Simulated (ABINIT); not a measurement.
## HgSe in ABINIT: convergence with nband

Input of the first run (nband 10); the others differ in this setting and in those tied to it:

Contents of run.abi:

```
# Pseudopotentials
pp_dirpath "./"
pseudos "Hg.GGA_PBE-JTH.xml, Se.GGA_PBE-JTH.xml"

# Structure
acell 3*1.0
rprim
     0.0000000000     5.7428776927     5.7428776927
     5.7428776927     0.0000000000     5.7428776927
     5.7428776927     5.7428776927     0.0000000000
ntypat 2
znucl 80 34
natom 2
typat 1 2
xred
     0.0000000000     0.0000000000     0.0000000000
     0.7500000000     0.7500000000     0.7500000000

# Plane-wave basis
ecut 19.0
pawecutdg 38.0
pawxcdev 0

# k points
kptopt 1
ngkpt 8 8 8
nshiftk 1
shiftk 0.0 0.0 0.0

# Exchange and correlation
ixc -116133

# Bands and occupations
nband 10
occopt 3
tsmear 0.00183747

# SCF cycle
nstep 100
tolvrs 1.0e-9

# Output
iomode 3
prtwf 0
prtden 0
prteig 0
prtebands 0
enunit 2
```

Potentials or basis: JTH PAW PBE v2.0.

The run is started by

```console
$ abinit run.abi > log 2>&1
```

Hardware: 1 thread of Arm Neoverse V1, with other jobs on the host.

```csv
nband,"energy less the tightest run, at zero smearing (meV/atom)",SCF cycles,CPU time (s),peak memory (GiB)
10,0.00,27,43,0.12
11,0.00,31,52,0.12
12,0.00,22,39,0.12
13,0.00,30,55,0.12
14,0.00,37,71,0.12
17,0.00,25,57,0.13
23,0.00,21,61,0.13
```

Against the tightest run, the energy stays within 1 meV/atom from 10 on. The tightest run that finished is the yardstick and may itself not be fully converged.

 Spin-orbit coupling is left out, which matters for the levels of Hg.
